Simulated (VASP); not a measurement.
# SnTe under changes of volume

One of the cells (31.336 Å³/atom); the others are scaled copies at fixed shape and fractional positions:

```
Te Sn
1.0
     0.00000    3.15267    3.15267
     3.15267    0.00000    3.15267
     3.15267    3.15267    0.00000
Te Sn
1 1
Direct
  0.50000 0.50000 0.50000
  0.00000 0.00000 0.00000
```

* Program: VASP 6.6.1
* Functional: PBE
* Dispersion: D3(BJ)
* Potentials or basis: VASP PAW PBE potentials, release 64 (Te, Sn_d)
* Cutoff: 520 eV
* k mesh: 6 × 6 × 6
* Occupations: gaussian, width 0.02 eV
* Spin: no spin polarisation

| volume (Å³/atom) | energy over the lowest point (meV/atom) | pressure (GPa) | gap on the mesh (eV) |
| --- | --- | --- | --- |
| 30.082 | 8.05 | 2.1 | 0.22 |
| 30.709 | 1.95 | 1.0 | 0.15 |
| 31.336 | 0.00 | 0.0 | 0.09 |
| 31.962 | ? | ? | ? |
| 32.589 | 6.34 | -1.5 | 0.02 |

What does the run at 31.962 Å³/atom give?

Energy over the lowest point 1.77 meV/atom; pressure -0.9 GPa; gap on the mesh 0.03 eV.

Worked out: A Birch-Murnaghan fit of order 2 (a polynomial in V^(-2/3)) to the other rows has its minimum at 31.37 Å³/atom with B0 = V·E''(V) = 46 GPa. It gives 1.52 meV/atom at 31.962 Å³/atom, against the run's 1.77, and -dE/dV = -0.8 GPa, against -0.9.

Energies are extrapolated to zero smearing.

Caveats: spin-orbit coupling is left out, which moves the levels of the heavy elements.

A mesh can miss the band edges.
